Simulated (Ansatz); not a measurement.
**Moving the functional in MnO2**

The cell as given:

Space group P6_3/mmc (No. 194). a = 2.855 Å, b = 2.855 Å, c = 10.222 Å, α = 90.00°, β = 90.00°, γ = 120.00°
```json
{"atom": "Mn", "site": "2a", "symmetry": "-3m.", "x": "0.0000", "y": "0.0000", "z": "0.5000"}
{"atom": "O", "site": "4f", "symmetry": "3m.", "x": "0.6667", "y": "0.3333", "z": "0.4069"}
```

Measurements of this composition are mostly on another form, of space group No. 136.

Kept alike: task relaxation of cell and atoms; k mesh 11 × 11 × 3; occupations fermi-dirac, width 0.05 eV; collinear spin, ferromagnetic start. Program: Ansatz, Ansatz PAW. Cutoffs run from 420 to 500 eV. The mesh is that of the run's cell of 6 atoms. No spin-orbit coupling.

| run | volume (Å³/atom) | first edge of the run's cell (Å) | third edge of the run's cell (Å) | largest site moment (μB) |
| --- | --- | --- | --- | --- |
| A | 12.215 | 2.851 | 10.413 | 2.58 |
| B | 12.971 | 2.840 | 11.143 | 2.47 |
| C | 11.042 | 2.811 | 9.680 | 2.42 |

The relaxations keep at least the cell's symmetry (P6_3/mmc). Relaxations stop with a little pressure left, so the last digits of a volume or edge aren't settled. Ansatz's relaxations hold a Pulay term in the stress (up to 1.0 GPa here). The runs hold the magnetic state that their start led to, which needn't be the lowest. Site moments count inside each atom's sphere or projector. All rows use potentials made for PBE.

The runs differ in the functional (and the cutoff that goes with it) alone: LDA; PBEsol; r2SCAN. Which run is which?

Run A is r2SCAN; run B is PBEsol; run C is LDA. The volume runs from 11.042 (LDA) to 12.971 Å³/atom (PBEsol). The first edge of the run's cell runs from 2.811 (LDA) to 2.851 Å (r2SCAN). The third edge of the run's cell runs from 9.680 (LDA) to 11.143 Å (PBEsol). The largest site moment runs from 2.42 (LDA) to 2.58 μB (r2SCAN).
